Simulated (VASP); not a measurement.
# SrTiO3 in VASP: one cell, several levels of theory

Aim: gap, levels, forces and stress of SrTiO3 (cubic perovskite), under +2.0 % biaxial strain in x and y, free along z at fixed geometry. Runs: PBE, r2SCAN.

Code: VASP 6.6.1. PAW datasets, plane waves. Calculated at 0 K for a non-magnetic cell.

### Step 1. The cell

The cell comes from an earlier relaxation with r2SCAN in another program, then strained, with the atoms relaxed again.

It is tetragonal, P4/mmm (No. 123); conventional cell a = 3.985 Å, c = 3.862 Å, 12.27 Å³ an atom. Around Sr lie 12 O at 2.77–2.82 Å; around Ti lie 6 O at 1.93–1.99 Å; around O lie 2 Ti at 1.93 Å and 4 Sr at 2.82 Å; around O lie 2 Ti at 1.99 Å and 4 Sr at 2.77 Å.

As a file:

Space group P4/mmm (No. 123). a = 3.985 Å, b = 3.985 Å, c = 3.862 Å, α = 90.00°, β = 90.00°, γ = 90.00°
| atom | site | symmetry | x | y | z |
| --- | --- | --- | --- | --- | --- |
| Sr | 1a | 4/mmm | 0.0000 | 0.0000 | 0.0000 |
| Ti | 1d | 4/mmm | 0.5000 | 0.5000 | 0.5000 |
| O | 1c | 4/mmm | 0.5000 | 0.5000 | 0.0000 |
| O | 2e | mmm. | 0.5000 | 0.0000 | 0.5000 |

### Step 2. PBE at this geometry

Contents of INCAR:

```
ENCUT = 520.000000
SIGMA = 0.020000
EDIFF = 1.00e-07
GGA = PE
PREC = Accurate
IBRION = -1
ISIF = 2
ISMEAR = -1
NBANDS = 28
NELM = 120
NSW = 0
LASPH = .TRUE.
LCHARG = .FALSE.
LWAVE = .FALSE.
LREAL = .FALSE.
```

Contents of KPOINTS:

```
KPOINTS created by Atomic Simulation Environment
0
Gamma
6 6 6
0 0 0
```

Contents of KPOINTS_OPT:

```
special points
4
Reciprocal
0.0000000000 0.0000000000 0.0000000000 1
0.0000000000 0.5000000000 0.0000000000 1
0.5000000000 0.5000000000 0.0000000000 1
0.5000000000 0.5000000000 0.5000000000 1
```

Contents of POSCAR:

```
Sr Ti O
 1.0000000000000000
     3.9849885316000000    0.0000000000000000    0.0000000000000000
     0.0000000000000000    3.9849885316000000    0.0000000000000000
     0.0000000000000000    0.0000000000000000    3.8623292521999999
 Sr  Ti  O
   1   1   3
Cartesian
  0.0000000000000000  0.0000000000000000  0.0000000000000000
  1.9924942657999998  1.9924942657999998  1.9311646260999999
  1.9924942657999998  1.9924942657999998  0.0000000000000000
  1.9924942657999998  0.0000000000000000  1.9311646260999999
  0.0000000000000000  1.9924942657999998  1.9311646260999999
```

The run uses the recommended PBE PAW datasets (40 valence electrons a neutral cell).

Run with:

```sh
> mpirun -np 1 vasp_std
```

### Step 3. r2SCAN

Contents of INCAR:

```
ENCUT = 520.000000
SIGMA = 0.010000
EDIFF = 1.00e-07
ALGO = Normal
METAGGA = R2SCAN
PREC = Accurate
IBRION = -1
ISIF = 2
ISMEAR = 0
NBANDS = 28
NELM = 120
NSW = 0
LASPH = .TRUE.
LCHARG = .FALSE.
LWAVE = .FALSE.
LREAL = .FALSE.
```

KPOINTS is that of step 2.

KPOINTS_OPT is that of step 2.

POSCAR is that of step 2.

**Question.** What will these runs give? Wanted: for each run, gap; pressure.

As calculated:

```
 level  gap (eV)  pressure (GPa)
   PBE      1.75           -0.07
r2SCAN      2.16           -3.90
```

What this shows: The gap spans 1.75 eV (PBE) to 2.16 eV (r2SCAN). At this one volume the pressure spans -3.9 GPa (r2SCAN) to -0.1 GPa (PBE): PBE wants the largest cell and r2SCAN the smallest.
